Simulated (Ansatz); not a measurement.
Eigenvalues along a path: Al (beta tin type)

```xyz
2
Lattice="-2.1971 2.1971 1.1532 2.1971 -2.1971 1.1532 2.1971 2.1971 -1.1532" Properties=species:S:1:pos:R:3 pbc="T T T"
Al    0.0000   -1.0986   -0.2883
Al    0.0000    1.0986    0.2883
```

The cell comes from a relaxation on PAW files under the same functional, begun from a prototype that needn't be the stable phase.

All numbers are PBE results (scalar-relativistic) from Ansatz 0.2.0, with a Γ-centred 16×16×16 k mesh, Fermi–Dirac smearing of 0.05 eV, no spin polarisation. Methods: LAPW: all electrons, basis error target 1 meV/atom.

This run: volume at 0.58 of the series' base cell.

Path points, in fractions of the reciprocal vectors: Γ (0.000, 0.000, 0.000), X (0.000, 0.000, 0.500), M (-0.500, 0.500, 0.500), Z (0.319, 0.319, -0.319), Z0 (-0.319, 0.681, 0.319), P (0.250, 0.250, 0.250). The distance column jumps between branches of the path. Levels in eV from the Fermi level; bands 9 to 13, counted from the lowest band of the run. The gap is zero, the pressure 97.3 GPa.

```
# k(1/Å) point b9 b10 b11 b12 b13
0.000 Γ -13.95 -0.46 -0.46 0.50 2.48
0.253 - -13.72 -2.94 -0.27 1.62 4.37
0.506 - -13.00 -5.72 0.31 2.42 6.45
0.758 - -11.82 -8.15 1.28 3.54 4.37
1.011 X -10.20 -10.20 2.64 2.64 5.04
1.264 - -9.97 -9.97 0.50 0.50 7.36
1.517 - -9.29 -9.29 -2.19 -2.19 10.01
1.769 - -8.17 -8.17 -4.54 -4.54 10.78
2.022 M -6.92 -6.92 -6.21 -6.21 10.81
2.380 - -9.75 -6.49 -5.75 -2.61 10.46
2.737 - -12.06 -5.21 -4.39 1.98 8.32
3.095 - -13.48 -3.06 -2.29 3.99 4.86
3.452 Γ -13.95 -0.46 -0.46 0.50 2.48
3.886 - -13.25 0.12 0.12 1.20 2.78
4.321 - -11.18 1.87 1.87 2.62 3.31
4.755 - -7.85 -0.12 -0.12 0.15 1.22
5.189 Z -4.06 -3.66 -3.66 -2.90 -1.53
6.804 Z0 -4.06 -3.66 -3.66 -2.90 -1.53
7.051 - -5.09 -5.09 -4.40 -4.31 0.37
7.298 - -6.11 -6.11 -5.35 -5.35 3.59
7.544 - -6.72 -6.72 -6.00 -5.99 7.15
7.791 M -6.92 -6.92 -6.21 -6.21 10.81
8.802 X -10.20 -10.20 2.64 2.64 5.04
9.143 - -9.79 -9.79 2.99 2.99 5.10
9.483 - -8.55 -8.55 3.45 3.45 4.16
9.824 - -6.55 -6.55 -0.13 -0.13 5.86
10.164 P -4.41 -4.41 -2.92 -2.92 7.57
```
